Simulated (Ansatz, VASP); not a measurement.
# Re in VASP and in Ansatz

```
CELL_PARAMETERS angstrom
4.39597 0.00000 0.00000
-2.19798 3.80702 0.00000
0.00000 0.00000 2.45148
ATOMIC_POSITIONS crystal
Re 0.33333 0.66667 0.00000
Re 0.66667 0.33333 0.00000
```

Alike in both runs: functional PBE; k mesh 6 × 6 × 6; occupations gaussian, width 0.1 eV; no spin polarisation.

Ansatz relaxed the structure, and its values are those at the end. VASP's run is a single point on that final structure, the one shown.

```csv
,VASP,Ansatz
version,VASP 6.6.1,Ansatz 0.2.0
potentials or method,"VASP PAW PBE potentials, release 64 (Re)","scalar-relativistic, plane waves, PAW"
plane-wave cutoff (eV),520,420
valence electrons in the cell,14,30
```

|  | VASP | Ansatz | Ansatz less VASP |
| --- | --- | --- | --- |
| gap on the k mesh at the Fermi level (eV) | none | none | - |
| pressure (GPa) | -1.3 | 0.1 | +1.38 |

A gap of «none» marks a metal or a gap that the smearing closes. The functional is the same, so the differences come from potentials, cutoffs and numerics. The two sets of potentials don't hold the same shells in valence.

Caveats: the k mesh is coarse (spacing up to 0.43 Å⁻¹), so the values aren't converged. The runs have no spin-orbit coupling, so splittings on Re are missing.
